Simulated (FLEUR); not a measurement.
Au: equation of state with PBEsol

The system is Au.

```
CELL_PARAMETERS angstrom
-1.65727 1.65727 1.65727
1.65727 -1.65727 1.65727
1.65727 1.65727 -1.65727
ATOMIC_POSITIONS crystal
Au 0.00000 0.00000 0.00000
```

This isn't the form of Au at room conditions, which is fcc.

- Program: FLEUR MaX-R8.1 (later development tree)
- Task: equation of state
- Functional: PBEsol
- Potentials or basis: all-electron
- Basis: FLAPW
- Kmax: 4.1 1/bohr
- k mesh: 11 × 11 × 11
- Occupations: fermi-dirac, width 0.05 eV
- Spin: no spin polarisation
- Gmax: 12.7 1/bohr
- Muffin-tin radii: Au 2.46 bohr
- lmax: Au 10
- lnonsphr: Au 10
- Local orbitals a species: Au 5

| Property | Result |
| --- | --- |
| Equilibrium volume | 17.10 Å³/atom (rough: see the caveat) |
| Bulk modulus | 169 GPa (rough) |

Energy against volume, from the lowest point:
| volume (Å³/atom) | energy (meV/atom) |
| --- | --- |
| 17.115 | 0.00 |
| 17.479 | 4.22 |
| 17.843 | 15.59 |
| 18.207 | 33.05 |
| 18.571 | 55.63 |
| 18.935 | 82.59 |
| 19.299 | 113.66 |

Caveat: the minimum lies outside the volumes run. Spin-orbit coupling is left out, which matters for the levels of Au.
